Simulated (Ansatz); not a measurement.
The system is BaTiO3.

```
Ba Ti O
1.0
    -3.99980    0.00000    0.00000
     0.00000    0.00000   -4.01800
     0.00000   -7.99960    0.00000
Ba Ti O
2 2 6
Direct
  0.00144 0.02304 0.50759
  0.99856 0.97696 0.99241
  0.48033 0.56319 0.23580
  0.51967 0.47281 0.76420
  0.49380 0.96597 0.25815
  0.50620 0.00203 0.74185
  0.50761 0.49933 0.50744
  0.49239 0.47067 0.99256
  0.01522 0.48841 0.27113
  0.98478 0.48159 0.72887
```

```yaml
Program: Ansatz 0.2.0
Task: relaxation of cell and atoms
Functional: PBE
Dispersion: D3(BJ)
Potentials_or_basis: Ansatz PAW
Cutoff: "420 eV (not typed: the program's choice for these potentials)"
k_mesh: 7 × 7 × 4
Occupations: fermi-dirac, width 0.05 eV
Spin: no spin polarisation
```

At the start: volume 12.86 Å³/atom.

Task: Where does the relaxation end?

Result: It ends after 10 steps and the volume is 12.95 Å³/atom (+0.8 %); space group Cmc2_1 (No. 36, to 0.05 Å).

Step by step:
```csv
step,energy change (eV),largest force (eV/Å),volume (Å³)
1,0.0000,6.7143,128.56
2,-1.4012,2.6077,131.83
3,-1.4859,0.0672,120.78
4,-1.6388,0.3902,129.91
5,-1.7134,0.1091,129.59
6,-1.7166,0.0102,129.44
7,-1.7166,0.0020,129.45
8,-1.7206,0.0021,129.45
9,-1.7205,0.0036,129.55
10,-1.7208,0.0035,129.55
```

Final structure:
```xyz
10
Lattice="-3.9925 0.0000 0.0028 0.0028 0.0000 -3.9914 0.0000 -8.1294 0.0000" Properties=species:S:1:pos:R:3 pbc="T T T"
Ba    0.0088   -4.1070    0.0136
Ba   -3.9987   -8.1717   -3.9575
Ti   -1.9418   -2.1378   -2.0236
Ti   -2.0482   -6.2024   -1.9205
O    -2.0187   -1.9980   -3.9293
O    -1.9710   -6.0626   -0.0146
O    -1.9940   -3.9856   -1.9729
O    -1.9957   -8.0502   -1.9710
O    -0.0378   -1.9983   -1.9488
O    -3.9517   -6.0629   -1.9951
```

Caveat: the plane-wave basis is chosen anew once the cell has moved, so the energies of steps on either side of that aren't comparable; the pressure holds a Pulay correction of +0.5 GPa for the finite cutoff.
